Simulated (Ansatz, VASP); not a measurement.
Bi in VASP and in Ansatz

```
CELL_PARAMETERS angstrom
3.52544 0.00000 0.00000
-1.76272 3.05312 0.00000
0.00000 0.00000 5.80133
ATOMIC_POSITIONS crystal
Bi 0.33333 0.66667 0.25000
Bi 0.66667 0.33333 0.75000
```

Alike in both runs: task single point; functional RPBE; k mesh 17 × 17 × 9; occupations fermi-dirac, width 0.1 eV; no spin polarisation.

|  | VASP | Ansatz |
| --- | --- | --- |
| version | VASP 6.6.1 | Ansatz 0.2.0 |
| potentials or method | VASP PAW PBE potentials, release 64 (Bi_d) | plane waves (420 eV) with PAW, scalar-relativistic |
| plane-wave cutoff (eV) | 520 | 420 |
| valence electrons in the cell | 30 | 30 |

```csv
,VASP,Ansatz,Ansatz less VASP
pressure (GPa),2.2,2.3,+0.06
largest component of the traceless stress (GPa),0.20,0.20,+0.002
```

With one functional, cell and mesh, what is left measures potentials, basis and numerics.

Caveats: the PAW data sets were made with another functional, which shifts forces and pressure a little (VASP).
